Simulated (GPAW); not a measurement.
## ZnS (Wurtzite-2H): band structure with BLYP

**What was measured.**

From a printed reference work, monograph, for a bulk crystal of ZnS at 4 K: band gap 3.911 eV (direct).

The system is ZnS (Wurtzite-2H).

```
CELL_PARAMETERS angstrom
3.81100 0.00000 0.00000
-1.90550 3.30042 0.00000
0.00000 0.00000 6.23400
ATOMIC_POSITIONS crystal
Zn 0.66667 0.33333 0.50000
Zn 0.33333 0.66667 0.00000
S 0.66667 0.33333 0.88500
S 0.33333 0.66667 0.38500
```

```json
{
  "Program": "GPAW 26.7.0",
  "Task": "band structure",
  "Functional": "BLYP",
  "Potentials or basis": "PAW data sets generated in the run's folder for this functional",
  "Cutoff": "600 eV",
  "Basis": "pw",
  "k mesh": "6 × 6 × 3",
  "Occupations": "fermi-dirac, width 0.05 eV",
  "Spin": "no spin polarisation",
  "Eigensolver": "davidson",
  "Maxiter": "150",
  "Band path": "GMKGALHA,LM,KH",
  "Band points": "80"
}
```

- Pressure: 5.6 GPa
- Largest force: 0.329 eV/Å
- Band gap on the k mesh: 2.23 eV, direct
- Band gap along the path: 2.23 eV, direct

Forces in eV/Å, atoms in the order of the input:
```
Zn   0.000  0.000  0.329
Zn   0.000  0.000  0.329
S    0.000  0.000 -0.329
S    0.000  0.000 -0.329
```

Stress tensor (GPa, compression positive):
```
6.18 0.00 0.00
0.00 6.18 0.00
0.00 0.00 4.32
```

Levels at the corners of the path, in eV from the valence-band top:
```tsv
point	band 16	band 17	band 18	band 19	band 20	band 21
Γ	-0.01	-0.01	0.00	2.23	2.98	6.31
M	-2.22	-1.52	-0.97	3.67	4.25	5.28
K	-2.18	-2.17	-2.17	4.62	5.85	5.85
Γ	-0.01	-0.01	0.00	2.23	2.98	6.31
A	-0.45	-0.45	-0.45	3.49	3.49	6.75
L	-1.64	-1.51	-1.51	3.66	3.66	5.21
H	-3.06	-1.24	-1.24	4.56	4.56	6.60
A	-0.45	-0.45	-0.45	3.49	3.49	6.75
L	-1.64	-1.51	-1.51	3.66	3.66	5.21
M	-2.22	-1.52	-0.97	3.67	4.25	5.28
K	-2.18	-2.17	-2.17	4.62	5.85	5.85
H	-3.06	-1.24	-1.24	4.56	4.56	6.60
```

It took 3.2 min on 1 thread of Arm Neoverse V1 (shared host), peak memory 0.42 GiB.

Against the measured gap of ZnS, 3.911 eV (direct; 4 K; a printed reference work, monograph), the calculated 2.23 eV is off by -1.69 eV. The value is that of BLYP, without temperature or zero-point motion. Semilocal functionals fall short of measured gaps as a rule.
